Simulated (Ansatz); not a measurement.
# SnO2: the cost of one run

Method: DFT PBE, scalar-relativistic, in Ansatz 0.2.0.

## (1) The starting structure

The structure is tetragonal, space group P4_2/mnm (No. 136). The conventional cell has a = 4.737 Å, b = 4.737 Å, c = 3.186 Å, α = 90.00°, β = 90.00°, γ = 90.00°. Around Sn (site symmetry mmm) lie 6 O at 2.05 to 2.06 Å. Around O (site symmetry m2m) lie 3 Sn at 2.05 to 2.06 Å.

Structure file:

```
Sn O
1.0
     4.73735    0.00000    0.00000
     0.00000    4.73735    0.00000
     0.00000    0.00000    3.18640
Sn O
2 4
Direct
  0.00000 0.00000 0.00000
  0.50000 0.50000 0.50000
  0.30562 0.30562 0.00000
  0.19438 0.80562 0.50000
  0.69438 0.69438 0.00000
  0.80562 0.19438 0.50000
```

Atoms are numbered in the order of the input: Sn1, Sn2, O3, O4, O5, O6.

## (2) The deformed structure

Space group P4_2/mnm before, P4_2/mnm after.

## (3) Full-potential LAPW

The input, input.yaml:

```yaml
crystal:
  lattice:
    - [4.8794705, 0.0, 0.0]
    - [0.0, 4.8794705, 0.0]
    - [0.0, 0.0, 3.1864]
  atoms:
    - { symbol: Sn, position: [0.0, 0.0, 0.0] }
    - { symbol: Sn, position: [0.5, 0.5, 0.5] }
    - { symbol: O, position: [0.30562, 0.30562, 0.0] }
    - { symbol: O, position: [0.19438, 0.80562, 0.5] }
    - { symbol: O, position: [0.69438, 0.69438, 0.0] }
    - { symbol: O, position: [0.80562, 0.19438, 0.5] }
kpoints:
  mp_grid: { grid: [4, 4, 6] }
  band_path:
    path:
      - [0.0, 0.0, 0.0]
      - [0.0, 0.5, 0.0]
      - [0.5, 0.5, 0.0]
      - [0.0, 0.0, 0.0]
      - [0.0, 0.0, 0.5]
      - [0.0, 0.5, 0.5]
      - [0.5, 0.5, 0.5]
      - [0.0, 0.0, 0.5]
      - [0.0, 0.5, 0.0]
    npoints: 5
scf:
  occupations: { method: fermi_dirac, width: 0.03 }
hamiltonian:
  xc: pbe
  pseudopotentials: { kind: all_electron, lapw: { basis_error: 0.001 } }
output:
  forces: true
  stress: true
  eigenvalues: true
```

Run with:

```sh
$ ansatz run input.yaml --threads 2 --pin off --max-ram 6144MiB --backend cpu --events-out ev --progress --plain --runs-dir out
```

Q: Estimate wall time and peak memory on 2 threads of Arm Neoverse V2, shared host.

About 40 s, with a peak of 0.58 GiB.
